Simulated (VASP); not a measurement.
SnTe, 2 atoms in the cell. The structure is cubic, space group Fm-3m (No. 225). Conventional cell: a = 6.302 Å, b = 6.302 Å, c = 6.302 Å, α = 90.00°, β = 90.00°, γ = 90.00°. Around Sn (site symmetry m-3m) lie 6 Te at 3.15 Å. Around Te (site symmetry m-3m) lie 6 Sn at 3.15 Å. 

- Program: VASP 6.6.1
- Task: relaxation of cell and atoms
- Functional: PBEsol
- Potentials or basis: VASP PAW PBE potentials, release 64 (Sn_d, Te)
- Cutoff: 600 eV
- k mesh: 10 × 10 × 10
- Occupations: gaussian, width 0.03 eV
- Spin: no spin polarisation
- Further INCAR settings: ALGO = Normal; EDIFF = 1e-06; IBRION = 2; EDIFFG = -0.01; NSW = 90; ISIF = 3

Potentials or basis: VASP PAW PBE potentials, release 64 (Sn_d, Te).

Launch:

```bash
$ cat potpaw_PBE.64/Sn_d/POTCAR potpaw_PBE.64/Te/POTCAR > POTCAR
$ mpirun -np 4 vasp_std > vasp.out
```

Hardware: 4 MPI ranks on Intel(R) Xeon(R) 6975P-C (Granite Rapids) (shared host).

Q: How long does it take, and how much memory?

A: Wall time 16 s on 4 MPI ranks on Intel(R) Xeon(R) 6975P-C (Granite Rapids), with other jobs on the host, peak memory 0.24 GiB a rank. Counts: scf iterations 24, k points 47, ion steps 3.
